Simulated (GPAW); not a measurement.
GaN, 2 atoms in the cell. Symmetry: F-43m, No. 216, cubic system. The conventional cell has a = 4.507 Å, b = 4.507 Å, c = 4.507 Å, α = 90.00°, β = 90.00°, γ = 90.00°. Ga (site symmetry -43m) is surrounded by 4 N at 1.95 Å. Around N (site symmetry -43m) lie 4 Ga at 1.95 Å. The cell is a database's computed one.

```yaml
Program: GPAW 26.7.0
Task: relaxation of cell and atoms
Functional: PBEsol
Dispersion: D3(BJ)
Potentials_or_basis: PAW data sets generated in the run's folder for this functional
Cutoff: 800 eV
Basis: pw
k_mesh: 10 × 10 × 10
Occupations: fermi-dirac, width 0.05 eV
Spin: no spin polarisation
Maxiter: 150
Optimizer: BFGS
Fmax: 0.02 eV/Å
Max_steps: 60
Convergence: density=1e-05 forces=0.0001
```

Potentials or basis: PAW data sets generated in the run's folder for this functional, pw.

The run is started by

```console
$ gpaw-setup -f PBEsol Ga N
$ OMP_NUM_THREADS=1 python run.py
```

Hardware: 1 thread of Arm Neoverse V1 (shared host).

**Question.** Estimate the wall time of this run.

**Answer.** Run time: 40 s on 1 thread of Arm Neoverse V1 (shared host), peak memory 0.19 GiB. Counts: scf iterations 28, plane waves 1243, bands 11, k points 47, ion steps 3.
